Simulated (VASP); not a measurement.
RbBr:

```xyz
2
Lattice="0.0000 3.4270 3.4270 3.4270 0.0000 3.4270 3.4270 3.4270 0.0000" Properties=species:S:1:pos:R:3 pbc="T T T"
Rb    0.0000    0.0000    0.0000
Br    3.4270    3.4270    3.4270
```

```yaml
Program: VASP 6.6.1
Task: relaxation of cell and atoms
Functional: PBE
Potentials_or_basis: VASP PAW PBE potentials, release 64 (Rb_sv, Br)
Cutoff: 600 eV
k_mesh: 7 × 7 × 7
Occupations: fermi-dirac, width 0.05 eV
Spin: no spin polarisation
```

At the start: pressure 1.0 GPa; volume 40.25 Å³/atom.

Question: Where does the relaxation end?

Answer: Over 4 steps the energy falls by 9.1 meV/atom and the volume is 43.40 Å³/atom (+7.8 %); space group Fm-3m (No. 225, to 0.05 Å).

Step by step:
| step | energy change (eV) | largest force (eV/Å) | pressure (GPa) | volume (Å³) |
| --- | --- | --- | --- | --- |
| 1 | 0.0000 | 0.0000 | 1.03 | 80.50 |
| 2 | -0.0140 | 0.0000 | 0.47 | 83.54 |
| 3 | -0.0143 | 0.0000 | -0.39 | 89.70 |
| 4 | -0.0181 | 0.0000 | -0.04 | 86.79 |

Final structure:
```xyz
2
Lattice="0.0000 3.5141 3.5141 3.5141 0.0000 3.5141 3.5141 3.5141 0.0000" Properties=species:S:1:pos:R:3 pbc="T T T"
Rb    0.0000    0.0000    0.0000
Br    3.5141    3.5141    3.5141
```
